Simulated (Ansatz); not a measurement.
**WSi$_{2}$: strain energy, fitted**

WSi$_{2}$, I4/mmm, a = 3.229 Å, c = 7.867 Å. Ansatz: PBE, PAW, 420 eV, Γ-centred 12×12×6 mesh on 6 atoms, Gaussian smearing 0.10 eV; no spin polarisation. Series: uniaxial strain along c, with a, b and atoms relaxed; x is the strain in per cent. y is the free energy over the unstrained cell, V0 = 13.670 Å³/atom.

```tsv
x (%)	y (meV/atom)
-4.5	?
-3.0	21.07
-1.5	5.09
0.0	0.00
1.5	4.34
3.0	16.82
4.5	36.28
```

Q: Fit y = c2 x² + c3 x³ to the other rows, turn c2 into a modulus, and predict the missing energy.

A: Least squares on the rows shown. y = 2.1160 x² − 0.073163 x³. In eV per unit strain² c2 is 21.16; this is Young's modulus along the axis (E = ½ Y V0 ε²): 2 × 21.16 × 160.2 / (13.670) = 496 GPa. The unstrained cell keeps some stress along the strain, worth a slope of -0.11 meV/atom per %, which the form leaves out. At x = -4.5 the fit asked for gives 49.52 meV/atom. The run gave 49.50 meV/atom, so the fit is 0.02 meV/atom too high, within the rms miss on the fitted rows (0.15 meV/atom).

Spin–orbit coupling is left out, which can shift energies with elements as heavy as these.